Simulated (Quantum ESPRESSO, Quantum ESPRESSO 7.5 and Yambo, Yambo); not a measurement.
# Beyond one shot: KF (Carobbiite)

How far does self-consistency move the gap of KF (Carobbiite)?

Program: Quantum ESPRESSO 7.5 and Yambo 5.3.0. Level of theory: PBE and many-body steps on it, plane waves. Results are calculated unless marked as measured.

### Step 1. The structure

The structure is cubic, space group Fm-3m (No. 225). Conventional cell: a = 5.344 Å, b = 5.344 Å, c = 5.344 Å, α = 90.00°, β = 90.00°, γ = 90.00°. K has 6 F at 2.67 Å nearest. Nearest to F lie 6 K at 2.67 Å. Farther neighbours and most contacts between anions are not listed.

As a file:

```cif
data_structure
_symmetry_space_group_name_H-M 'Fm-3m'
_symmetry_Int_Tables_number 225
_cell_length_a 5.3437
_cell_length_b 5.3437
_cell_length_c 5.3437
_cell_angle_alpha 90.000
_cell_angle_beta 90.000
_cell_angle_gamma 90.000
_cell_volume 152.59
loop_
_atom_site_label
_atom_site_type_symbol
_atom_site_symmetry_multiplicity
_atom_site_Wyckoff_symbol
_atom_site_fract_x
_atom_site_fract_y
_atom_site_fract_z
_atom_site_occupancy
K1 K 4 a 0.00000 0.00000 0.00000 1
F1 F 4 b 0.50000 0.00000 0.00000 1
```

The cell and positions come from the Crystallography Open Database and are kept as given unless a step says otherwise.

### Step 2. Empty states on the mesh, 4×4×4 mesh, 64 bands

This step: Quantum ESPRESSO 7.5; DFT, PBE, plane waves, norm-conserving pseudopotentials.

The sums over transitions need many empty states on a uniform mesh; this step solves for them.

pw.in

```
&control
  calculation = 'nscf'
  prefix = 'x'
  outdir = 'o'
  pseudo_dir = 'pseudo'
/
&system
  ibrav = 0
  nat = 2
  ntyp = 2
  ecutwfc = 72.0
  nbnd = 64
  force_symmorphic = .true.
/
&electrons
  conv_thr = 1e-9
  electron_maxstep = 80
  diago_full_acc = .true.
  diago_thr_init = 5e-6
/
ATOMIC_SPECIES
  K 39.098 K.upf
  F 18.998 F.upf
CELL_PARAMETERS angstrom
  -0.0000000000 2.6718500000 2.6718500000
  2.6718500000 -0.0000000000 2.6718500000
  2.6718500000 2.6718500000 0.0000000000
ATOMIC_POSITIONS crystal
  K 0.0000000000 0.0000000000 0.0000000000
  F 0.5000000000 0.5000000000 0.5000000000
K_POINTS automatic
  4 4 4 0 0 0
```

Started as:

```bash
> OMP_NUM_THREADS=1 mpirun -n 4 pw.x -nk 4 -in pw.in > pw.out
```

The log of the run:

```text
Program PWSCF v.7.5 starts

     This program is part of the open-source Quantum ESPRESSO suite
     for quantum simulation of materials; please cite
         "P. Giannozzi et al., J. Phys.:Condens. Matter 21 395502 (2009);
         "P. Giannozzi et al., J. Phys.:Condens. Matter 29 465901 (2017);
         "P. Giannozzi et al., J. Chem. Phys. 152 154105 (2020);
     in publications or presentations arising from this work. More details at

     Atomic positions and unit cell read from directory:
     o/x.save/

     Message from routine setup:
[...]
k =-0.3536-0.3536 0.3536 (  2638 PWs)   bands (ev):

[...]
56.7705  57.0287  60.7560  60.7560  64.8151  65.0677  65.0677  68.4920
    69.6257  69.6257  70.4809  70.4809  71.3510  71.3510  72.4556  72.4556

          k = 0.3536 0.0000 0.0000 (  2650 PWs)   bands (ev):

     [... further k-points ...]

     highest occupied, lowest unoccupied level (ev):     1.5366    7.7360

     XML data file, pseudopotentials, collected wavefunctions

=------------------------------------------------------------------------------=
   JOB DONE.
=------------------------------------------------------------------------------=
```

Elapsed: 2.8 s, on 4 MPI ranks of Arm Neoverse V2, shared host; peak memory 0.25 GiB.

Numbers from this step:

* gap: 6.199 eV
* k of the valence top: 0, 0, 0
* k of the conduction bottom: 0, 0, 0
* least direct gap: 6.199 eV
* k points computed: 8
* lowest point of the top converged band, above the valence top: 66.1351 eV

On this mesh the gap is 6.199 eV.

The density comes from a self-consistent run that is not shown.

### Step 3. Conversion and set-up

This step: Yambo 5.3.0; conversion and set-up on PBE, plane waves, norm-conserving pseudopotentials.

The states are converted to the many-body program's format and the q mesh is built.

Started as:

```bash
> (cd o/x.save; p2y > p2y.log; mv SAVE ../..); yambo > setup.log
```

The log of the run:

```text
 Yambo, version 5.3.0

 [02] CORE Variables Setup
 =========================

  [02.01] Unit cells
  ==================

  Cell kind             :  FCC
  Atoms in the cell     :  K  F
  number of K  atoms    :  1
  number of F  atoms    :  1

  List of atomic masses
  Mass of K     :  39.09800
  Mass of F     :  18.99800

  List of atomic coordinates    : [cc]
  K1       :  0.000000  0.000000  0.000000  order 1
  F1       :  5.049065  5.049065  5.049065  order 2

  Alat factors          :  5.049065  5.049065  5.049065 [a.u.]
  Direct lattice volume :  257.4322 [a.u.]
[...]
==========================================

 IBZ Q-points                                      :   8
 BZ  Q-points                                      :   64

 K/Q-points units:
 rlu = crystal or reduced units; cc = cartesian coordinates; iku = interal k-units

 Q [1]          [rlu]:  0.000000  0.000000  0.000000
 Q [2]          [rlu]:  0.16981E-17  0.16981E-17  0.25000
 Q [3]          [rlu]: -0.33962E-17 -0.33962E-17 -0.50000
[...]
Q [7]          [rlu]: -0.14871E-18 -0.50000     -0.50000
 Q [8]          [rlu]:  0.250000 -0.500000 -0.250000

  [03.01] X indexes
  =================

   [03.01.01] Sigma indexes
   ========================

 [06] Game Over & Game summary
```

Run time: 2.1 s. Hardware: 1 MPI rank; peak memory 0.24 GiB.

### Step 4. G0W0

G0W0 replaces the xc potential by the self-energy, built once from these orbitals. Only a window of levels is corrected, while the sums run over the empty bands that the input names.

This step: G0W0 on PBE, plane waves, norm-conserving pseudopotentials.

gw1.in

```
HF_and_locXC
gw0
dyson
ppa
em1d
rim_cut
RandQpts= 1000000
RandGvec= 1 RL
EXXRLvcs= 72 Ry
VXCRLvcs= 288 Ry
Chimod= "HARTREE"
% BndsRnXp
 1 | 64 |
%
NGsBlkXp= 9.5 Ry
% LongDrXp
 1 | 1 | 1 |
%
% GbndRnge
 1 | 64 |
%
DysSolver= "n"
ExtendOut
PPAPntXp= 27.21138 eV
% QPkrange
 1 | 8 | 3 | 12 |
%
```

Started as:

```bash
> OMP_NUM_THREADS=1 mpirun -n 4 yambo -F gw1.in -J gw1 -C gw1 > gw1.log
```

The log of the run:

```text
 Yambo, version 5.3.0

 [02] CORE Variables Setup
 =========================

  [... cell, symmetries and grids as in the set-up ...]

  [02.05] Energies & Occupations
  ==============================

  [X] === General ===
  [X] Electronic Temperature                        :  0.000000  0.000000 [eV K]
  [X] Bosonic    Temperature                        :  0.000000  0.000000 [eV K]
  [X] Finite Temperature mode                       : no
  [X] El. density                                   :  0.41942E+24 [cm-3]
  [X] Fermi Level                                   :  1.536558 [eV]

  [X] === Gaps and Widths ===
  [X] Conduction Band Min                           :  6.199419 [eV]
  [X] Valence Band Max                              :  0.000000 [eV]
  [X] Filled Bands                                  :   8
  [X] Empty Bands                                   :    9   64
  [X] Direct Gap                                    :  6.199419 [eV]
  [X] Direct Gap localized at k                     :  1
  [X] Indirect Gap                                  :  6.199419 [eV]
  [X] Indirect Gap between kpts                     :  1  1
  [X] Last valence band width                       :  0.344584 [eV]
  [X] 1st conduction band width                     :  3.553835 [eV]

 [03] Transferred momenta grid and indexing
 ==========================================

 IBZ Q-points                                      :   8
 BZ  Q-points                                      :   64

 K/Q-points units:
 rlu = crystal or reduced units; cc = cartesian coordinates; iku = interal k-units

 Q [1]          [rlu]:  0.000000  0.000000  0.000000
 Q [2]          [rlu]:  0.16981E-17  0.16981E-17  0.25000
 Q [3]          [rlu]: -0.33962E-17 -0.33962E-17 -0.50000
 Q [4]          [rlu]:  0.74356E-19  0.25000      0.25000
 Q [5]          [rlu]: -0.62307E-17  0.25000      0.50000
 Q [6]          [rlu]: -0.33962E-17  0.25000     -0.25000
 Q [7]          [rlu]: -0.14871E-18 -0.50000     -0.50000
 Q [8]          [rlu]:  0.250000 -0.500000 -0.250000

 [04] Coloumb potential Random Integration (RIM)
 ===============================================

  [04.01] RIM initialization
  ==========================

  * Diagonal components only detected *

  8 x (sBL volume)        :  0.120444 [a.u.]
  sBZ random points       :  1000000
  Points outside the sBZ  :   7996195
  RL volume               :  0.963556 [a.u.]
  Integrated volume       :  0.964014 [a.u.]

  [04.02] RIM integrals
  =====================

  Gamma point sphere radius             :  0.089580 [a.u.]
  Points outside the sphere             :   799659
  [Int_sBZ(q=0) 1/q^2]*(Vol_sBZ)^(-1/3) =:  7.764404
                                 should be <:  7.795600

  Summary of Coulomb integrals for non-metallic bands |Q|[au] RIM/Bare

  Q [1] 0.100000E-4 0.995998 * Q [2] 0.269426 1.064955
  Q [4] 0.311106 1.063169 * Q [6] 0.439971 1.026119
  Q [5] 0.515912 1.019126 * Q [3] 0.538852 1.017184
  Q [7] 0.622213 1.014132 * Q [8] 0.695655 1.011034

 [05] Dipoles
 ============

  [05.01] Setup: observables and procedures
  =========================================

 [06] Dynamic Dielectric Matrix (PPA)
 ====================================

 [WR./gw1//ndb.pp]---------------------------------------------------------------
  Brillouin Zone Q/K grids (IBZ/BZ)                :    8   64    8   64
  RL vectors                                       :   3383 [WF]
  Coulomb cutoff potential                         : none
  Electronic Temperature                           :  0.000000 [K]
  Bosonic    Temperature                           :  0.000000 [K]
  PPA    diel. fun.  energies                      : Perdew, Burke & Ernzerhof(X)+Perdew, Burke & Ernzerhof(C)
  wavefunctions                                    : Perdew, Burke & Ernzerhof(X)+Perdew, Burke & Ernzerhof(C)
  Global Gauge                                     : length
  X matrix size                                    :  169
  X band range                                     :    1   64
  X e/h energy range                               : -1.000000 -1.000000 [eV]
  X Time ordering                                  : R
  X Hxc Kernel                                     : HARTREE
  X Drude frequency                                :  0.000000  0.000000
  X poles                                          :  100.0000 [o/o]
  RL vectors in the sum                            :   3383
  [r,Vnl] included                                 : yes
  Field direction                                  :  0.577350E-5  0.577350E-5  0.577350E-5
  BZ energy Double Grid                            : no
  BZ energy DbGd points                            : 0
  BZ Q point size factor                           : -1.000000
  X Optical Averaged directions                    : none

 [07] Local Exchange-Correlation + Non-Local Fock
 ================================================

 [VXC] Plane waves :  21187
 [EXS] Plane waves :  2733

 QP @ state[ 1 ] K range:   1   8
 QP @ state[ 1 ] b range:   3  12

 [xc] Functional : Perdew, Burke & Ernzerhof(X)+Perdew, Burke & Ernzerhof(C)
 [xc] LIBXC used to calculate xc functional
  PP Number of Atomic Species                      :  2
  NLCC RL compoments                               :  21187
  PP Number of Atomic Species                      :  2
  NLCC RL compoments                               :  21187

 [xc] E_xc :  -9.052397 [Ha]
      E_xc :  -18.10479 [Ry]

  Local XC kind (lXC) : Perdew, Burke & Ernzerhof(X)+Perdew, Burke & Ernzerhof(C)
  Non-Local XC kind (nlXC) : Hartree-Fock

  Corrections @ K [1] :  [eV]
 <3|nlXC|3> = -25.06073 -0.20624E-16 <3|lXC|3> = -18.13045 -0.18882E-15
 <4|nlXC|4> = -25.06073  0.23097E-16 <4|lXC|4> = -18.13045  0.18882E-15
 <5|nlXC|5> = -25.06075 -0.78119E-17 <5|lXC|5> = -18.13045 -0.37763E-15
 <6|nlXC|6> = -29.45302 -0.14366E-16 <6|lXC|6> = -21.89881  0.70806E-16
 <7|nlXC|7> = -29.45291  0.14952E-16 <7|lXC|7> = -21.89881  0.75527E-15
 <8|nlXC|8> = -29.45291  0.23948E-16 <8|lXC|8> = -21.89881  0.37763E-15
[...]
Corrections @ K [2] :  [eV]
[...]
Corrections @ K [3] :  [eV]
[...]
Corrections @ K [4] :  [eV]
[...]
Corrections @ K [5] :  [eV]
[...]
[... 2 further k-points ...]
  Corrections @ K [8] :  [eV]
[...]
<10|nlXC|10> = -4.912458 -0.15811E-18 <10|lXC|10> = -9.872356  0.70806E-16
 <11|nlXC|11> = -6.101182  0.90137E-18 <11|lXC|11> = -12.09489  0.94408E-16
 <12|nlXC|12> = -7.484445 -0.91070E-18 <12|lXC|12> = -14.24431 -0.18882E-15

  [07.01] Hartree-Fock occupations report
  =======================================

  [Hartree-Fock] === General ===
  [Hartree-Fock] Electronic Temperature             :  0.000000  0.000000 [eV K]
  [Hartree-Fock] Bosonic    Temperature             :  0.000000  0.000000 [eV K]
  [Hartree-Fock] Finite Temperature mode            : no
  [Hartree-Fock] El. density                        :  0.41942E+24 [cm-3]
  [Hartree-Fock] Fermi Level                        :  1.536558 [eV]

  [Hartree-Fock] === Gaps and Widths ===
  [Hartree-Fock] Conduction Band Min                :  10.14048 [eV]
  [Hartree-Fock] Valence Band Max                   : -7.554103 [eV]
  [Hartree-Fock] Filled Bands                       :   8
  [Hartree-Fock] Empty Bands                        :    9   64
  [Hartree-Fock] Direct Gap                         :  17.69458 [eV]
  [Hartree-Fock] Direct Gap localized at k          :  1
  [Hartree-Fock] Indirect Gap                       :  17.69458 [eV]
  [Hartree-Fock] Indirect Gap between kpts          :  1  1
  [Hartree-Fock] Last valence band width            :  0.360891 [eV]
  [Hartree-Fock] 1st conduction band width          :  4.572687 [eV]

 [08] Dyson equation: Newton solver
 ==================================

  [08.01] G0W0 (W PPA)
  ====================

  [  GW  ] Bands range     :    1   64
  [GW/PPA] G damping       :  0.100000 [eV]

  QP @ state[ 1 ] K range:   1   8
  QP @ state[ 1 ] b range:   3  12

   Sc/G bands                                       :    1   64
   Sc/G damping                                     :  0.100000 ev
   Sc bands terminator                              : no
   Sx RL components                                 :  2733

   QP @ state[ 1 ] K range                          :   1   8
   QP @ state[ 1 ] b range                          :   3  12
   GF energies kind                                 : Perdew, Burke & Ernzerhof(X)+Perdew, Burke & Ernzerhof(C)
   GF WF`s kind                                     : Perdew, Burke & Ernzerhof(X)+Perdew, Burke & Ernzerhof(C)
   Xs energies kind                                 : Perdew, Burke & Ernzerhof(X)+Perdew, Burke & Ernzerhof(C)
   Xs WF`s kind                                     : Perdew, Burke & Ernzerhof(X)+Perdew, Burke & Ernzerhof(C)

 [11] Game Over & Game summary
```

The job ended after 1.8 min (4 MPI ranks; peak memory 1.4 GiB; 7 min of CPU time).

This step gave:

- G0W0 gap on the mesh: 9.505 eV
- starting gap on the mesh: 6.199 eV
- k of the valence top: 0, 0, 0
- k of the conduction bottom: 0, 0, 0
- least direct G0W0 gap on the computed points: 9.505 eV
- Z at the valence top: 0.8146
- Z at the conduction bottom: 0.9012

The gap on the mesh goes from 6.20 eV to 9.51 eV, a correction of +3.31 eV.

### Step 5. evGW0, cycle 1

This step: evGW0 on PBE, plane waves, norm-conserving pseudopotentials.

gw2.in, as its differences from gw1.in of step 4:

```diff
@@ -27 +27,2 @@
 %
+GfnQPdb= "E < ./gw1/ndb.QP"
```

Started as:

```bash
> OMP_NUM_THREADS=1 mpirun -n 4 yambo -F gw2.in -J gw2,gw1_W -C gw2 > gw2.log
```

The log of the run:

```text
 Yambo, version 5.3.0

 [02] CORE Variables Setup
 =========================

  [... cell, symmetries and grids as in the set-up ...]

  [02.05] Energies & Occupations
  ==============================

  [X] === General ===
  [X] Electronic Temperature                        :  0.000000  0.000000 [eV K]
  [X] Bosonic    Temperature                        :  0.000000  0.000000 [eV K]
  [X] Finite Temperature mode                       : no
  [X] El. density                                   :  0.41942E+24 [cm-3]
  [X] Fermi Level                                   :  1.536558 [eV]

  [X] === Gaps and Widths ===
  [X] Conduction Band Min                           :  6.199419 [eV]
  [X] Valence Band Max                              :  0.000000 [eV]
  [X] Filled Bands                                  :   8
  [X] Empty Bands                                   :    9   64
  [X] Direct Gap                                    :  6.199419 [eV]
  [X] Direct Gap localized at k                     :  1
  [X] Indirect Gap                                  :  6.199419 [eV]
  [X] Indirect Gap between kpts                     :  1  1
  [X] Last valence band width                       :  0.344584 [eV]
  [X] 1st conduction band width                     :  3.553835 [eV]

 [03] Transferred momenta grid and indexing
 ==========================================

 IBZ Q-points                                      :   8
 BZ  Q-points                                      :   64

 K/Q-points units:
 rlu = crystal or reduced units; cc = cartesian coordinates; iku = interal k-units

 Q [1]          [rlu]:  0.000000  0.000000  0.000000
 Q [2]          [rlu]:  0.16981E-17  0.16981E-17  0.25000
 Q [3]          [rlu]: -0.33962E-17 -0.33962E-17 -0.50000
[...]
[G+QP] Direct Gap localized at k                  :  1
  [G+QP] Indirect Gap                               :  9.505250 [eV]
  [G+QP] Indirect Gap between kpts                  :  1  1
  [G+QP] Last valence band width                    :  0.425435 [eV]
  [G+QP] 1st conduction band width                  :  4.460667 [eV]

  [coarse-grid] Minimum Bare Gap        [ev]:  6.199419
  [coarse-grid] Minimum Gap Correction  [ev]:  3.305831

  Eqp @ K [1]
   -30.0480     -21.4118     -10.8103     -10.8106     -10.8101    -0.455230E-3 -0.463896E-4   0.00000
    9.50525  15.56884  15.56957  15.56962  17.56923  17.56924  23.82148  33.89752
  Eqp @ K [2]
  -29.99424 -21.46150 -10.95155 -10.82497 -10.82461  -0.55678  -0.21688  -0.21783
[...]
Eqp @ K [3]
[...]
Eqp @ K [4]
[...]
Eqp @ K [5]
[...]
[... 2 further k-points ...]
  Eqp @ K [8]
  -29.91265 -21.45943 -11.22814 -11.22916 -10.89784  -0.50926  -0.24140  -0.24151
   13.96592  13.96596  16.14342  18.88301  19.99253  21.08086  22.58984  22.58984

 [07] Dipoles
 ============

  [07.01] Setup: observables and procedures
  =========================================

 [08] Dynamic Dielectric Matrix (PPA)
 ====================================

   Sc/G bands                                       :    1   64
   Sc/G damping                                     :  0.100000 ev
   Sc bands terminator                              : no
   Sx RL components                                 :  2733

   QP @ state[ 1 ] K range                          :   1   8
   QP @ state[ 1 ] b range                          :   3  12
   GF energies kind                                 : Perdew, Burke & Ernzerhof(X)+Perdew, Burke & Ernzerhof(C)+ E < ./gw1/ndb.QP + @E Fit
   GF WF`s kind                                     : Perdew, Burke & Ernzerhof(X)+Perdew, Burke & Ernzerhof(C)
   Xs energies kind                                 : Perdew, Burke & Ernzerhof(X)+Perdew, Burke & Ernzerhof(C)
   Xs WF`s kind                                     : Perdew, Burke & Ernzerhof(X)+Perdew, Burke & Ernzerhof(C)

 [13] Game Over & Game summary
```

Wall time 95 s (4 MPI ranks); peak memory 1.4 GiB; 6.3 min of CPU time.

This step gave:

```yaml
quasiparticle_gap_on_the_mesh: 9.794 eV
gap_of_the_density_functional_on_the_mesh: 6.199 eV
k_of_the_valence_top: 0, 0, 0
k_of_the_conduction_bottom: 0, 0, 0
least_direct_quasiparticle_gap_on_the_computed_points: 9.794 eV
z_at_the_valence_top: 0.8193
z_at_the_conduction_bottom: 0.9208
```

Against G0W0 in Yambo (4×4×4 mesh, 64 bands, screening to 129.3 eV, Godby-Needs plasmon pole), the gap moves by +0.289 eV.

The program's own table gives 10.056 eV, which is too large where the input levels are shifted: this version takes Σc at the unshifted level E₀, yet steps from the shifted one. The value above is the Newton step from E₀, E₀ + Z(Σc + Σx − Vxc), rebuilt from the printed columns.

(Part 1 of 2 ends here.)

[Paths, hosts, dates, memory and timing lines, banners, echoed tables and standing remarks are left out of the program output.]

[Logs are printed without paths, hosts, clocks, repeated set-up lines and the standing remarks that a program may print on its own settings, such as how far it seeks lower states.]

[Runs of the session that timed out or met a known fault of the program may be left out.]

[Hosts, paths, dates, database ids (printed as entryN), source tags and the programs' standing remarks are cut or masked in the printed files.]
